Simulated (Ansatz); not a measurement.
## FeCo (Pm-3m): from strained cells to moduli

```
Fe Co
1.0
     2.80038    0.00000    0.00000
     0.00000    2.80038    0.00000
     0.00000    0.00000    2.80038
Fe Co
1 1
Direct
  0.50000 0.50000 0.50000
  0.00000 0.00000 0.00000
```

Starting moments along z (μB): Fe1 +2.7, Co2 +1.8.

Level of theory, where no other is named: PBEsol, all-electron LAPW in Ansatz 0.2.0, scalar-relativistic, spin-polarised. k mesh 16×16×16, Fermi-Dirac smearing of 0.050 eV, basis error target 1 meV/atom. The cell was relaxed by PAW under this functional, which moved its volume by -6 % from the database entry's.

The converged moment is 4.45 μB for the cell that the program solved.

The cell is cubic and carries a residual pressure of -0.08 GPa at this level. Each strain component that symmetry leaves independent is applied at ±0.005, the ions relax wherever a strain frees them, and the stress (tension positive, GPa) is read. Shears are engineering strains, γ = 2ε.

| strain | size | σxx | σyy | σzz | σyz | σxz | σxy |
| --- | --- | --- | --- | --- | --- | --- | --- |
| xx | -0.005 | -1.4730 | -0.8007 | -0.8007 | 0.0000 | 0.0000 | 0.0000 |
| xx | +0.005 | 1.5775 | 0.9343 | 0.9343 | 0.0000 | 0.0000 | 0.0000 |
| yz | -0.005 | 0.0703 | 0.0747 | 0.0747 | -0.7414 | 0.0000 | 0.0000 |
| yz | +0.005 | 0.0703 | 0.0747 | 0.0747 | 0.7414 | 0.0000 | 0.0000 |

A central difference gives one constant, for example C11 ≈ (1.5775 − (-1.4730))/(0.01) = 305.0 GPa; the program then imposes the crystal's symmetry on the whole matrix.

(1) What are the independent elastic constants?

(2) Do they meet the Born conditions?

(3) What moduli does a random aggregate of grains have?

(4) With the density of 8.679 g/cm³, how fast does sound travel, and what Debye temperature follows?

(5) How far do the constants move if PAW replaces LAPW in the same cell?

(6) How far do the constants move if all-electron PAW (datasets made for the crystal) replaces LAPW in the same cell?

(7) How do the constants change if the ions are clamped to the homogeneous strain?

(8) What happens at 10 GPa (cell relaxed there)?

## Answers

(1) C11 = 305.0, C12 = 173.5, C44 = 148.3 GPa.

(2) C11 − C12 = 131.5, C11 + 2C12 = 652.0 and C44 = 148.3 GPa must all be positive, so the crystal is elastically stable; that says nothing yet of its phonons.

(3) B = (C11 + 2C12)/3 = 217.3 GPa. G_V = (C11 − C12 + 3C44)/5 = 115.3 and G_R = 5(C11 − C12)C44/(4C44 + 3(C11 − C12)) = 98.7, so G_H = 107.0 GPa. Then E = 9BG/(3B + G) = 275.8 GPa, ν = (3B − 2G)/(6B + 2G) = 0.289 and B/G = 2.03, on the ductile side of Pugh's 1.75 (a rule of thumb).

(4) 

```tsv
direction	slow (m/s)	middle (m/s)	fast (m/s)
[100]	4133	4133	5929
[110]	2753	4133	6682
[111]	3278	3278	6915
```

The mean of v⁻³ over directions and branches gives v_m = 3871 m/s and θ_D = (ħ/k_B) v_m (6π²n)^(1/3) = 519 K, n being atoms per volume. Young's modulus spans 179 to 362 GPa over directions, and the universal anisotropy index is 0.84.

(5) 

| constant | LAPW (GPa) | PAW (GPa) | difference |
| --- | --- | --- | --- |
| C11 | 305.0 | 305.1 | 0.1 |
| C12 | 173.5 | 174.2 | 0.7 |
| C44 | 148.3 | 148.5 | 0.2 |

(6) 

```
constant  LAPW (GPa)  all-electron PAW (datasets made for the crystal) (GPa)  difference
     C11       305.0                                                   304.9        -0.1
     C12       173.5                                                   173.6         0.1
     C44       148.3                                                   148.2        -0.1
```

(7) None moves by more than 0.3 GPa: by symmetry a homogeneous strain puts no force on these sites.

(8) The volume falls to 0.9599 of its value, and C11 = 356.2, C12 = 223.6, C44 = 173.9 GPa (slopes of the stress), in this structure whether or not another phase takes over.

Caveats: a lower magnetic state may exist; responses of metals move with mesh and smearing; the frozen-core PAW files of the compared runs were fitted under PBE, their cores solved anew for this functional.
